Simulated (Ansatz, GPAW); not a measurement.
# Si(111) with SiHCl2 on 25 % of the top atoms and H on the rest: bands and core levels

What would XPS and angle-resolved spectra of Si(111) with SiHCl2 on 25 % of the top atoms and H on the rest look like?

Main program and level: Ansatz 0.2.0 and GPAW 26.7.0; DFT, PBE, plane-wave PAW, default files, scalar-relativistic, in the first sound run; inputs show where later runs differ.

This is a report of a sequence of runs, with most program output left out.

### 1. Starting point

The cell holds 35 atoms: 2 Cl, 8 H and 25 Si. Cell: a = 7.679 Å, b = 7.679 Å, c = 25.368 Å, α = 90.0°, β = 90.0°, γ = 60.0°. It derives from Si. How the cell was made: terminated face; group: SiHCl2; share of top atoms: 0.25; rest: H; oxygen in back bonds: 0; lower face: H. Regions: ad, 7 atoms (1 Si, 2 Cl and 4 H); L1, 4 atoms (4 Si); L2, 4 atoms (4 Si); L3, 4 atoms (4 Si); mid, 4 atoms (4 Si); rest, 12 atoms (8 Si and 4 H). Vacuum lies along c.

### 2. Relaxing the atoms

Levels and vacuum steps follow bond lengths, so the atoms are relaxed first. 12 atoms are held to stand for the bulk. A dipole correction cancels the field between unlike faces.

File input.yaml:

```yaml
crystal:
  lattice:
    - [7.6791796437, 0.0, 0.0]
    - [3.8395898218, 6.6503646517, 0.0]
    - [0.0, 0.0, 25.3684769138]
  atoms:
    - { symbol: Cl, position: [5.7425e-05, 0.251710412, 0.724066998] }
    - { symbol: Cl, position: [0.748232874, 5.6001e-05, 0.724066998] }
    - { symbol: H, position: [0.18295153, 0.817008802, 0.716694068] }
    - { symbol: Si, position: [0.0, 0.0, 0.697076808] }
    - { symbol: H, position: [0.5, 0.0, 0.665541608] }
    - { symbol: H, position: [0.0, 0.5, 0.665541608] }
    - { symbol: H, position: [0.5, 0.5, 0.665541608] }
    - { symbol: Si, position: [0.0, 0.0, 0.611537577] }
[... 23 atom lines left out ...]
    - { symbol: H, position: [0.0, 0.0, 0.275933002] }
    - { symbol: H, position: [0.5, 0.0, 0.275933002] }
    - { symbol: H, position: [0.0, 0.5, 0.275933002] }
    - { symbol: H, position: [0.5, 0.5, 0.275933002] }
kpoints:
  mp_grid: { grid: [3, 3, 1] }
scf:
  occupations: { method: fermi_dirac, width: 0.02 }
  n_extra_bands: 25
hamiltonian:
  xc: pbe
  pseudopotentials: { kind: paw }
output:
  forces: true
  write_potential: true
  volumetric_format: []
efield:
  axis: 3
  dipole_correction: true
relax:
  f_tol: 0.03
  max_steps: 70
  constraints: [{ sites: [23, 24, 25, 26, 27, 28, 29, 30, 31, 32, 33, 34] }]
```

Run with:

```sh
$ ansatz run input.yaml --threads 8 --pin off --max-ram 24576MiB --backend cpu --events-out ev --progress --plain --runs-dir out
```

The job ended after 2.4 min (8 threads of Arm Neoverse V1, shared host; peak memory 2.8 GiB).

Relaxation path:

| step | energy less that of the first step (eV) | largest force component (eV/Å) |
| --- | --- | --- |
| 1 | 0.0000 | 2.8935 |
| 2 | -0.7461 | 1.1183 |
| 3 | -0.9453 | 0.2880 |
| 4 | -0.9717 | 0.1603 |
| 5 | -0.9825 | 0.1123 |
| 6 | -0.9880 | 0.1027 |
| 7 | -0.9901 | 0.0505 |
| 8 | -0.9930 | 0.0280 |
| 9 | -0.9975 | 0.1200 |
| 10 | -0.9997 | 0.1646 |
| 11 | -1.0029 | 0.1798 |
| 12 | -1.0064 | 0.1506 |
| 13 | -1.0084 | 0.1574 |
| 14 | -1.0105 | 0.1052 |
| 15 | -1.0118 | 0.0158 |
| 16 | -1.0118 | 0.0158 |
| 17 | -1.0121 | 0.0121 |
| 18 | -1.0122 | 0.0198 |

The atoms that moved most (Å):

| atom | dx | dy | dz | length |
| --- | --- | --- | --- | --- |
| Cl1 | 0.697 | -0.976 | 0.430 | 1.274 |
| Cl2 | 0.270 | 0.688 | 0.428 | 0.854 |
| H3 | -0.696 | -0.396 | 0.192 | 0.824 |
| Si4 | 0.003 | -0.189 | 0.253 | 0.316 |
| H7 | -0.008 | 0.034 | 0.159 | 0.163 |
| H6 | 0.008 | 0.035 | 0.159 | 0.163 |
| H5 | 0.002 | -0.049 | 0.128 | 0.137 |
| Si8 | 0.000 | 0.005 | 0.061 | 0.061 |

The relaxed structure:

```cif
data_structure
_symmetry_space_group_name_H-M 'P 1'
_symmetry_Int_Tables_number 1
_cell_length_a 7.6792
_cell_length_b 7.6792
_cell_length_c 25.3685
_cell_angle_alpha 90.000
_cell_angle_beta 90.000
_cell_angle_gamma 60.000
_cell_volume 1295.55
loop_
_atom_site_label
_atom_site_type_symbol
_atom_site_fract_x
_atom_site_fract_y
_atom_site_fract_z
_atom_site_occupancy
Cl1 Cl 0.16421 0.10494 0.74102 1
Cl2 Cl 0.73158 0.10355 0.74093 1
H3 H 0.12212 0.75740 0.72426 1
Si4 Si 0.01453 0.97163 0.70704 1
H5 H 0.50393 0.99266 0.67058 1
H6 H 0.99844 0.50523 0.67181 1
H7 H 0.49644 0.50506 0.67182 1
Si8 Si 0.99970 0.00071 0.61392 1
Si9 Si 0.50087 0.99841 0.61167 1
Si10 Si 0.00027 0.50128 0.61263 1
Si11 Si 0.49850 0.50123 0.61264 1
Si12 Si 0.83275 0.33455 0.58295 1
Si13 Si 0.33358 0.33287 0.58223 1
Si14 Si 0.83409 0.83366 0.58163 1
Si15 Si 0.33237 0.83365 0.58164 1
Si16 Si 0.83362 0.33276 0.48948 1
Si17 Si 0.33334 0.33335 0.48908 1
Si18 Si 0.83409 0.83356 0.48864 1
Si19 Si 0.33239 0.83357 0.48865 1
Si20 Si 0.16642 0.16703 0.45746 1
Si21 Si 0.66657 0.16704 0.45746 1
Si22 Si 0.16698 0.66611 0.45722 1
Si23 Si 0.66680 0.66641 0.45769 1
Si24 Si 0.16667 0.16667 0.36438 1
Si25 Si 0.66667 0.16667 0.36438 1
Si26 Si 0.16667 0.66667 0.36438 1
Si27 Si 0.66667 0.66667 0.36438 1
Si28 Si 0.00000 0.00000 0.33348 1
Si29 Si 0.50000 0.00000 0.33348 1
Si30 Si 0.00000 0.50000 0.33348 1
Si31 Si 0.50000 0.50000 0.33348 1
H32 H 0.00000 0.00000 0.27593 1
H33 H 0.50000 0.00000 0.27593 1
H34 H 0.00000 0.50000 0.27593 1
H35 H 0.50000 0.50000 0.27593 1
```

This step gave:

```yaml
free_energy: -18183.3145 eV
fermi_energy: 0.3042 eV
symmetry_operations: 1
gap_on_the_k_mesh: 1.131 eV
ionisation_potential_upper_face: 5.313 eV
upper_vacuum_level_less_the_lowest_empty_level_kohn_sham_affinity: 4.182 eV
ionisation_potential_lower_face: 4.692 eV
```

The relaxation ends 29 meV an atom lower, with a largest force component of 0.020 eV/Å on the free atoms.

### 3. Bands by layer

This is the main run. States are solved along the surface zone's path and weighed by where they lie along the normal, since photoemission sees the top layers. The cell holds 4 small cells, so the bands are unfolded.

File input.yaml:

```yaml
crystal:
  lattice:
    - [7.6791796437, 0.0, 0.0]
    - [3.8395898218, 6.6503646517, 0.0]
    - [0.0, 0.0, 25.3684769138]
  atoms:
    - { symbol: Cl, position: [0.1642085688, 0.1049428986, 0.7410188505] }
    - { symbol: Cl, position: [0.7315834804, 0.1035515989, 0.7409277566] }
    - { symbol: H, position: [0.1221215197, 0.7573970375, 0.7242610855] }
    - { symbol: Si, position: [0.0145338721, -0.0283682354, 0.7070446603] }
    - { symbol: H, position: [0.5039294071, -0.0073436569, 0.6705765681] }
    - { symbol: H, position: [-0.0015595784, 0.505233892, 0.6718084365] }
    - { symbol: H, position: [0.4964397073, 0.505061056, 0.6718204512] }
    - { symbol: Si, position: [-0.0003007351, 0.0007114373, 0.6139225213] }
[... 23 atom lines left out ...]
    - { symbol: H, position: [0.0, 0.0, 0.275933002] }
    - { symbol: H, position: [0.5, 0.0, 0.275933002] }
    - { symbol: H, position: [0.0, 0.5, 0.275933002] }
    - { symbol: H, position: [0.5, 0.5, 0.275933002] }
kpoints:
  mp_grid: { grid: [3, 3, 1] }
scf:
  occupations: { method: fermi_dirac, width: 0.02 }
  n_extra_bands: 39
hamiltonian:
  xc: pbe
  pseudopotentials: { kind: paw }
output:
  forces: true
  write_potential: true
  volumetric_format: []
  dos:
    projected:
      site_lists:
        adsorbate: [3, 0, 1, 2, 4, 5, 6]
        layer_1: [7, 8, 9, 10]
        layer_2: [11, 12, 13, 14]
        layer_3: [15, 16, 17, 18]
        middle: [19, 20, 21, 22]
        other_layers: [23, 24, 25, 26, 27, 28, 29, 30, 31, 32, 33, 34]
    de: 0.05
    e_range: [-30, 12]
    method: { smearing: { sigma: 0.12, scheme: gaussian } }
  eigenstates:
    kpoints:
      - [0.33333333, -0.33333333, 0.0]
      - [0.25, -0.375, 0.0]
      - [0.16666667, -0.41666667, 0.0]
      - [0.08333333, -0.45833333, 0.0]
      - [0.0, 0.5, 0.0]
      - [-0.08333333, 0.45833333, 0.0]
      # [... 29 more points ...]
      - [0.25, 0.5, 0.0]
      - [0.29166667, -0.41666667, 0.0]
    e_range: [-8.0, 6.0]
    unfold:
      supercell_matrix: [[2, 0, 0], [0, 2, 0], [0, 0, 1]]
      layers:
        axis: 3
        edges: [0.118257, 0.361459, 0.410326, 0.606626, 0.642869, 0.898692]
efield:
  axis: 3
  dipole_correction: true
```

Run time: 3.4 min. Hardware: 8 threads; peak memory 7.5 GiB.

This step gave:

* Fermi energy: 0.2990 eV
* zero of energy: valence-band maximum
* share of occupied states in no projected shell: 0.0115 of the occupied states in the window

A(k,E), total over k along the path and E. Zero: valence-band maximum.

Values in eV⁻¹, 12 rows by 16 columns, each cell a mean:
```
2.2 2.9 3.9 3.9 3.6 3.4 2.0 2.2 4.5 3.0 2.3 1.8 1.4 1.3 2.8 2.4
1.0 1.5 2.8 3.8 4.2 4.5 5.4 5.4 3.6 2.5 1.8 2.0 2.2 2.6 2.2 1.0
2.5 2.2 1.9 1.9 2.4 3.3 3.3 3.4 2.7 1.8 1.9 1.3 1.1 2.3 2.2 2.5
0.2 0.2 0.2 0.1 0.1 0.2 1.0 0.6 0.5 1.3 1.8 2.4 2.7 1.6 0.8 0.3
0.0 0.0 0.1 0.1 0.1 0.2 0.6 0.4 0.1 0.1 0.2 0.4 0.4 0.1 0.1 0.0
0.1 0.1 0.1 0.3 1.2 2.9 4.7 4.0 2.0 1.1 0.6 0.2 0.2 0.1 0.1 0.1
0.4 0.9 1.0 2.1 3.1 3.2 1.4 2.2 3.3 2.8 2.6 2.6 2.4 1.7 0.8 0.3
2.5 2.3 3.3 2.8 2.5 1.2 0.8 0.8 1.8 2.0 2.1 2.3 2.3 2.7 2.5 2.6
3.4 3.5 2.9 2.5 1.7 1.2 1.2 1.2 1.3 2.2 2.0 1.8 2.1 2.5 3.4 3.4
1.4 1.0 1.0 1.1 0.5 0.5 0.5 0.5 0.5 0.9 1.3 1.0 0.8 0.7 0.9 1.4
0.5 1.1 1.5 1.2 1.1 1.0 1.0 1.0 1.0 1.1 1.4 1.2 0.5 0.5 0.5 0.5
1.7 1.3 1.1 0.9 0.9 0.9 0.9 0.9 0.9 0.9 1.0 1.5 1.9 1.9 1.7 1.8
```
Columns: k along the path (Å⁻¹) from 0 to 2.58; rows upwards: E (eV) from -7.14 to 5.16.

A(k,E), top over k along the path and E. Zero: valence-band maximum.

Ten even steps from '0' (0.01 eV⁻¹) to '9' (1.07 eV⁻¹), each cell a mean:
```
333233346666666676543222234433
554443333566666543333333223445
333344444322332233333222333333
112322222233333322222334333211
221122222221111111121000112332
222211100000110011111111111122
000000000000000000000111110000
000000000000000000000000000000
000000000000000000000000000000
000000000000000000000000000000
000000000011111100000000000000
000001111221112222210000000000
011111122111111111111111111111
222333333333433333332211222223
999899877778887777778998888999
666544555554445555555566666566
333443233333333333333443344433
211112211111111111221111111112
777777788777667777767677777777
000112111111111111111100000000
000110111111111111110110000000
000000000000000000000000000000
```
Columns: k along the path (Å⁻¹) from 0 to 2.58; rows upwards: E (eV) from -7.14 to 5.16.

A(k,E), middle over k along the path and E. Zero: valence-band maximum.

Values in eV⁻¹, 12 rows by 16 columns, each cell a mean:
```
0.70 1.30 1.80 1.67 1.33 1.13 0.36 0.52 1.70 0.95 0.79 0.68 0.52 0.40 1.05 0.81
0.26 0.51 1.22 1.80 2.01 2.12 2.45 2.47 1.73 1.20 0.78 0.83 0.92 1.16 0.90 0.27
1.28 1.12 0.95 1.01 1.30 1.76 1.71 1.78 1.33 0.86 0.96 0.66 0.53 1.07 1.13 1.24
0.11 0.11 0.08 0.06 0.07 0.11 0.58 0.33 0.28 0.71 0.91 1.19 1.34 0.88 0.41 0.14
0.02 0.02 0.03 0.03 0.04 0.10 0.31 0.20 0.08 0.06 0.10 0.22 0.22 0.05 0.03 0.02
0.02 0.03 0.05 0.16 0.61 1.46 2.49 2.08 1.00 0.60 0.31 0.10 0.08 0.05 0.03 0.02
0.18 0.48 0.53 1.09 1.59 1.73 0.80 1.29 1.78 1.44 1.26 1.27 1.18 0.92 0.44 0.17
1.24 1.09 1.55 1.30 1.09 0.43 0.14 0.17 0.75 0.84 1.05 1.19 1.19 1.24 1.20 1.26
1.03 1.22 0.99 0.87 0.62 0.33 0.30 0.31 0.39 0.80 0.55 0.45 0.58 0.84 1.22 1.03
0.66 0.35 0.42 0.52 0.11 0.08 0.08 0.08 0.09 0.33 0.55 0.23 0.13 0.12 0.28 0.66
0.12 0.51 0.59 0.31 0.23 0.21 0.19 0.20 0.21 0.27 0.50 0.54 0.10 0.09 0.10 0.10
1.06 0.63 0.48 0.37 0.34 0.33 0.34 0.34 0.33 0.34 0.42 0.73 1.05 1.07 1.02 1.09
```
Columns: k along the path (Å⁻¹) from 0 to 2.58; rows upwards: E (eV) from -7.14 to 5.16.

A(k,E), bottom over k along the path and E. Zero: valence-band maximum.

Values in eV⁻¹, 12 rows by 16 columns, each cell a mean:
```
0.58 0.65 0.93 1.05 1.05 0.91 0.45 0.52 1.24 0.99 0.67 0.45 0.33 0.31 0.71 0.62
0.23 0.34 0.58 0.82 0.98 1.17 1.54 1.49 0.81 0.48 0.36 0.42 0.46 0.57 0.52 0.24
0.42 0.36 0.31 0.33 0.45 0.67 0.67 0.69 0.58 0.40 0.39 0.28 0.23 0.50 0.34 0.40
0.03 0.04 0.03 0.02 0.03 0.04 0.17 0.10 0.08 0.25 0.38 0.51 0.57 0.28 0.14 0.05
0.01 0.01 0.01 0.01 0.02 0.04 0.14 0.09 0.03 0.02 0.03 0.06 0.06 0.02 0.01 0.01
0.01 0.01 0.02 0.06 0.27 0.72 1.09 0.98 0.52 0.25 0.13 0.04 0.03 0.02 0.01 0.01
0.06 0.16 0.19 0.47 0.66 0.63 0.23 0.37 0.65 0.57 0.60 0.61 0.55 0.35 0.15 0.05
0.39 0.38 0.70 0.56 0.51 0.16 0.09 0.10 0.32 0.42 0.32 0.33 0.34 0.52 0.45 0.40
0.94 0.90 0.66 0.52 0.27 0.21 0.21 0.21 0.21 0.42 0.49 0.41 0.49 0.57 0.82 0.93
0.21 0.16 0.14 0.14 0.07 0.07 0.07 0.07 0.07 0.11 0.20 0.23 0.19 0.17 0.18 0.22
0.04 0.14 0.29 0.29 0.27 0.26 0.25 0.26 0.26 0.27 0.31 0.19 0.04 0.03 0.03 0.03
0.33 0.30 0.27 0.24 0.24 0.24 0.23 0.24 0.24 0.24 0.25 0.37 0.38 0.38 0.34 0.33
```
Columns: k along the path (Å⁻¹) from 0 to 2.58; rows upwards: E (eV) from -7.14 to 5.16.

Peaks of A(k,E) at the labelled points: for each region the eleven nearest the zero at most, each over 6 % of that point's highest, less those above the energy where the solved bands run out; weight and spread sum the levels within three half widths or 0.3 eV, so near peaks share levels. Peaks of the spectral function, the first 40 of 132 rows:

| point | weight on | E (eV) | A (1/eV) | weight near the peak | rms spread of levels (eV) |
| --- | --- | --- | --- | --- | --- |
| K | total | -4.36 | 4.38 | 1.033 | 0.014 |
| K | total | -3.92 | 7.691 | 2.245 | 0.08 |
| K | total | -3.6 | 4.027 | 1.22 | 0.135 |
| K | total | -3.12 | 3.263 | 1.211 | 0.094 |
| K | total | -2.82 | 2.381 | 1.079 | 0.13 |
| K | total | -2.28 | 7.847 | 2.174 | 0.062 |
| K | total | 2.38 | 8.131 | 2.875 | 0.106 |
| K | total | 2.62 | 4.126 | 2.954 | 0.113 |
| K | total | 3.48 | 1.347 | 0.504 | 0.117 |
| K | total | 4.36 | 3.721 | 1.726 | 0.117 |
| K | total | 4.78 | 2.436 | 1.38 | 0.202 |
| K | top | -3.92 | 0.565 | 0.192 | 0.136 |
| K | top | -3.6 | 0.99 | 0.314 | 0.131 |
| K | top | -3.18 | 1.522 | 0.623 | 0.116 |
| K | top | -2.82 | 0.929 | 0.424 | 0.121 |
| K | top | -2.48 | 0.409 | 0.138 | 0.102 |
| K | top | -2.28 | 0.359 | 0.196 | 0.158 |
| K | top | -2.1 | 0.331 | 0.139 | 0.12 |
| K | top | 2.38 | 1.047 | 0.337 | 0.092 |
| K | top | 2.6 | 0.393 | 0.344 | 0.1 |
| K | top | 3.46 | 0.525 | 0.184 | 0.096 |
| K | top | 4.32 | 0.827 | 0.381 | 0.123 |
| K | middle | -4.36 | 2.712 | 0.663 | 0.012 |
| K | middle | -3.96 | 2.614 | 0.708 | 0.034 |
| K | middle | -3.6 | 0.966 | 0.348 | 0.147 |
| K | middle | -3.1 | 1.087 | 0.508 | 0.165 |
| K | middle | -2.82 | 0.974 | 0.409 | 0.136 |
| K | middle | -2.28 | 4.564 | 1.213 | 0.044 |
| K | middle | 2.38 | 4.206 | 1.464 | 0.105 |
| K | middle | 2.62 | 2.007 | 1.501 | 0.111 |
| K | middle | 3.48 | 0.314 | 0.107 | 0.122 |
| K | middle | 4.38 | 1.131 | 0.515 | 0.113 |
| K | middle | 4.78 | 0.785 | 0.452 | 0.206 |
| K | bottom | -4.36 | 0.685 | 0.15 | 0.013 |
| K | bottom | -3.9 | 2.639 | 0.695 | 0.065 |
| K | bottom | -3.6 | 1.35 | 0.337 | 0.096 |
| K | bottom | -3.1 | 0.646 | 0.248 | 0.147 |
| K | bottom | -2.82 | 0.269 | 0.165 | 0.119 |
| K | bottom | -2.26 | 1.335 | 0.346 | 0.034 |
| K | bottom | 2.38 | 1.227 | 0.462 | 0.112 |

The DOS has structure finer than the step of the table below, so its rows give means over 1 eV, whole bins alone (the curve runs from -18.1 to 4.89 eV). Peaks (eV: height): total -6.5: 29.5, -4.0: 25.3, 3.5: 27.6, 4.3: 39.3; Si 3p -4.0: 18.3, -2.3: 20.9, -1.6: 22.7, 4.3: 21.3; Si 3s -10.6: 8.74, -9.5: 8.48, -9.0: 11.0, -6.5: 12.0; Cl 3p -5.2: 6.59, -4.1: 2.58, -3.2: 9.36; H 1s -6.5: 2.14, -5.4: 2.09, -5.0: 2.36, -4.0: 3.46.

The DOS by E, zero at the valence-band maximum; means over each step; values in states/eV/cell:

| E (eV) | total | Si 3p | Si 3s | Cl 3p | H 1s | Cl 3s |
| --- | --- | --- | --- | --- | --- | --- |
| -17 | 0.0125 | 7.2e-4 | 0.00142 | 2.2e-4 | 8.4e-5 | 0.0100 |
| -16 | 3.84 | 0.308 | 0.226 | 0.0420 | 0.0148 | 3.23 |
| -15 | 0.151 | 0.0158 | 0 | 5.5e-4 | 1.2e-4 | 0.134 |
| -14 | 0 | 0 | 0 | 0 | 0 | 0 |
| -13 | 0 | 0 | 0 | 0 | 0 | 0 |
| -12 | 0.152 | 0.00778 | 0.140 | 3.8e-5 | 0.00341 | 6.8e-5 |
| -11 | 3.94 | 0.738 | 3.06 | 0.00277 | 0.113 | 0.00431 |
| -10 | 7.14 | 1.80 | 5.00 | 0.0185 | 0.255 | 0.0174 |
| -9 | 9.48 | 2.48 | 6.20 | 0.188 | 0.469 | 0.0891 |
| -8 | 5.90 | 1.56 | 3.33 | 0.305 | 0.534 | 0.111 |
| -7 | 8.21 | 3.55 | 3.82 | 0.0753 | 0.673 | 0.0153 |
| -6 | 8.95 | 4.38 | 3.48 | 0.147 | 0.821 | 0.00915 |
| -5 | 7.51 | 2.76 | 1.06 | 2.43 | 1.03 | 0.0979 |
| -4 | 15.2 | 10.2 | 1.23 | 1.50 | 2.11 | 0.00538 |
| -3 | 20.9 | 13.3 | 0.874 | 5.21 | 1.27 | 0.00280 |
| -2 | 19.9 | 17.6 | 0.692 | 0.686 | 0.669 | 0.00159 |
| -1 | 8.87 | 8.10 | 0.130 | 0.124 | 0.368 | 7.7e-4 |
| 0 | 1.86 | 1.81 | 1.6e-4 | 0.00112 | 4.2e-4 | 6.6e-5 |
| 1 | 2.05 | 1.16 | 0.566 | 0.00428 | 0.0390 | 4.4e-4 |
| 2 | 11.6 | 6.29 | 3.11 | 0.0998 | 0.355 | 0.0159 |
| 3 | 19.5 | 11.2 | 3.45 | 0.270 | 0.888 | 0.0548 |
| 4 | 27.0 | 15.0 | 3.08 | 0.275 | 1.09 | 0.0668 |

This run's widths, added to any smearing of the DOS itself: Gaussian 0.6 eV, Lorentzian 0.1 eV. Table of intensity by binding energy, zero at the valence-band maximum; values in % of the maximum within 13 eV:

| binding energy (eV) | 21.2 eV | 60 eV | 150 eV | 1486.7 eV | 5414.7 eV |
| --- | --- | --- | --- | --- | --- |
| -1 | 0.220 | 0.320 | 0.296 | 0.402 | 0.255 |
| 0 | 0.881 | 2.38 | 2.28 | 3.14 | 1.45 |
| 1 | 8.66 | 17.2 | 15.0 | 19.8 | 9.79 |
| 2 | 21.6 | 35.9 | 33.2 | 43.6 | 24.0 |
| 3 | 96.4 | 97.0 | 97.0 | 97.5 | 47.1 |
| 4 | 44.0 | 50.2 | 44.1 | 52.7 | 32.3 |
| 5 | 51.7 | 59.2 | 51.3 | 55.3 | 36.3 |
| 6 | 10.3 | 16.6 | 14.4 | 43.2 | 48.7 |
| 7 | 6.28 | 11.6 | 9.94 | 37.0 | 44.2 |
| 8 | 9.71 | 18.1 | 15.1 | 47.4 | 55.6 |
| 9 | 8.75 | 21.5 | 18.6 | 78.1 | 97.4 |
| 10 | 3.75 | 11.6 | 10.6 | 53.3 | 68.5 |
| 11 | 1.28 | 5.01 | 4.85 | 27.6 | 36.1 |
| 12 | - | 0.514 | 0.490 | 2.49 | 3.22 |
| 13 | - | 0.251 | 0.217 | 0.712 | 0.858 |
| 14 | - | 0.381 | 0.318 | 0.953 | 1.14 |
| 15 | - | 4.59 | 3.76 | 11.1 | 13.5 |
| 16 | - | 46.2 | 37.5 | 111 | 134 |
| 17 | - | 2.43 | 1.97 | 5.79 | 6.99 |
| 18 | - | 0.288 | 0.237 | 0.686 | 0.820 |

Maxima picked by a test of local sharpness, so broad peaks and shoulders can be missing; peaks within 0.45 eV of a curve's cut are left out. Valence peaks, by row:

| photon energy (eV) | binding energy (eV) | height (% of the maximum within 13 eV) | main shell | its share (%) |
| --- | --- | --- | --- | --- |
| 21.2 | 8.387 | 11.87 | Cl 3p | 50.09 |
| 21.2 | 6.487 | 10.59 | H 1s | 47.3 |
| 21.2 | 5.187 | 58.88 | Cl 3p | 80.11 |
| 21.2 | 3.137 | 100 | Cl 3p | 86.96 |
| 60 | 15.79 | 46.64 | Cl 3s | 90.56 |
| 60 | 8.487 | 24.09 | Si 3s | 48.35 |
| 60 | 6.487 | 19.88 | Si 3p | 40.91 |
| 60 | 5.187 | 66.65 | Cl 3p | 61.71 |
| 60 | 3.137 | 100 | Cl 3p | 75.83 |
| 150 | 15.79 | 38.02 | Cl 3s | 93.07 |
| 150 | 8.487 | 20.01 | Si 3s | 48.32 |
| 150 | 6.487 | 17.51 | Si 3p | 43.09 |
| 150 | 5.187 | 58.62 | Cl 3p | 75.21 |
| 150 | 3.087 | 100 | Cl 3p | 81.2 |
| 1487 | 15.79 | 112.4 | Cl 3s | 97.47 |
| 1487 | 9.137 | 79.59 | Si 3s | 88.29 |
| 1487 | 7.287 | 35.95 | Si 3s | 83.11 |
| 1487 | 6.487 | 62.41 | Si 3s | 79.79 |
| 1487 | 5.237 | 65.25 | Cl 3p | 55.75 |
| 1487 | 3.137 | 100 | Cl 3p | 68.26 |
| 5415 | 15.79 | 136.6 | Cl 3s | 98.38 |
| 5415 | 9.137 | 100 | Si 3s | 93.81 |
| 5415 | 7.287 | 43.09 | Si 3s | 92.14 |
| 5415 | 6.537 | 73.4 | Si 3s | 92.44 |
| 5415 | 3.137 | 48.58 | Cl 3p | 54.81 |

From the valence-band maximum. Planar mean, electrostatic potential against z:

| z (Å) | planar mean, electrostatic potential (eV) |
| --- | --- |
| 0.0 | 5.06 |
| 0.5 | 4.93 |
| 1.0 | 4.81 |
| 1.5 | 4.70 |
| 2.0 | 4.69 |
| 2.5 | 4.69 |
| 3.0 | 4.69 |
| 3.5 | 4.69 |
| 4.0 | 4.69 |
| 4.5 | 4.69 |
| 5.0 | 4.69 |
| 5.5 | 4.66 |
| 6.0 | 4.55 |
| 6.5 | 4.05 |
| 7.0 | 2.16 |
| 7.5 | 1.84 |
| 8.0 | -4.01 |
| 8.5 | -9.71 |
| 9.0 | -11.0 |
| 9.5 | -6.80 |
| 10.0 | 0.0506 |
| 10.5 | 2.03 |
| 11.0 | -1.88 |
| 11.5 | -8.40 |
| 12.0 | -11.2 |
| 12.5 | -8.49 |
| 13.0 | -2.04 |
| 13.5 | 2.03 |
| 14.0 | 0.0974 |
| 14.5 | -6.74 |
| 15.0 | -11.0 |
| 15.5 | -9.85 |
| 16.0 | -4.06 |
| 16.5 | 1.86 |
| 17.0 | 2.09 |
| 17.5 | 2.05 |
| 18.0 | 0.803 |
| 18.5 | -0.839 |
| 19.0 | 0.337 |
| 19.5 | 3.45 |
| 20.0 | 4.99 |
| 20.5 | 5.25 |
| 21.0 | 5.30 |
| 21.5 | 5.31 |
| 22.0 | 5.31 |
| 22.5 | 5.31 |
| 23.0 | 5.31 |
| 23.5 | 5.31 |
| 24.0 | 5.31 |
| 24.5 | 5.27 |
| 25.0 | 5.15 |

(Part 1 of 2 ends here.)

[Logs are printed without paths, hosts, clocks, repeated set-up lines and the standing remarks that a program may print on its own settings, such as how far it seeks lower states.]

[Hosts, paths, dates, database ids (printed as entryN), source tags and the programs' standing remarks are cut or masked in the printed files.]

[Maps of the electrostatic potential energy from Ansatz leave out the sawtooth potential of an applied field or a dipole correction, so their vacuum need not be flat; work functions include it.]
